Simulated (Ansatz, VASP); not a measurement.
**Pd in VASP and in Ansatz**

```xyz
1
Lattice="0.0000 1.9735 1.9735 1.9735 0.0000 1.9735 1.9735 1.9735 0.0000" Properties=species:S:1:pos:R:3 pbc="T T T"
Pd    0.0000    0.0000    0.0000
```

Alike in both runs: task single point; functional PBE; k mesh 4 × 4 × 4; occupations fermi-dirac, width 0.1 eV; no spin polarisation.

|  | VASP | Ansatz |
| --- | --- | --- |
| version | VASP 6.6.1 | Ansatz 0.2.0 |
| potentials or method | VASP PAW PBE potentials, release 64 (Pd) | plane waves (420 eV) with PAW, scalar-relativistic |
| plane-wave cutoff (eV) | 520 | 420 |
| valence electrons in the cell | 10 | 18 |

|  | VASP | Ansatz | Ansatz less VASP |
| --- | --- | --- | --- |
| pressure (GPa) | -0.8 | -0.6 | +0.27 |

The two sets of potentials don't hold the same shells in valence.

Caveats: the k mesh is coarse (spacing up to 0.69 Å⁻¹), so the values aren't converged.
